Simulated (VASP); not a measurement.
A run of VASP 6.6.1:

Contents of INCAR:

```
SYSTEM = Si
PREC     = Accurate       ! precision mode
ENCUT    = 520            ! plane-wave cutoff, eV
EDIFF    = 1E-6           ! SCF threshold, eV
ISMEAR   = 0              ! smearing method
SIGMA    = 0.02           ! smearing width, eV
LREAL    = .False.        ! projectors in reciprocal space
LASPH    = .True.         ! aspherical terms in the spheres
NELM     = 100            ! most SCF steps
ALGO     = Normal         ! electronic algorithm
ISIF     = 2              ! what is computed and relaxed
LWAVE    = .False.        ! write WAVECAR
LCHARG   = .False.        ! write CHGCAR
GGA      = PE             ! functional
NBANDS   = 11             ! bands
```

The input KPOINTS:

```
regular mesh
0
Gamma
  10 10 10
  0 0 0
```

File POSCAR:

```
Si
1.0
    0.0000000000      2.7113967950      2.7113967950
    2.7113967950      0.0000000000      2.7113967950
    2.7113967950      2.7113967950      0.0000000000
Si
2
Direct
    0.5000000000      0.5000000000      0.5000000000
    0.7500000000      0.7500000000      0.7500000000
```

Potentials or basis: VASP PAW PBE potentials, release 64 (Si).

Command:

```sh
$ cat potpaw_PBE.64/Si/POTCAR > POTCAR
$ mpirun -np 1 vasp_std > vasp.out
```

Hardware: 1 thread of Intel(R) Xeon(R) Platinum 8488C (Sapphire Rapids), on a shared host.

Question: How long does it take, and how much memory?

Answer: It took 18 s on 1 thread of Intel(R) Xeon(R) Platinum 8488C (Sapphire Rapids), on a shared host, peak memory 0.16 GiB. Counts: scf iterations 11, k points 47.
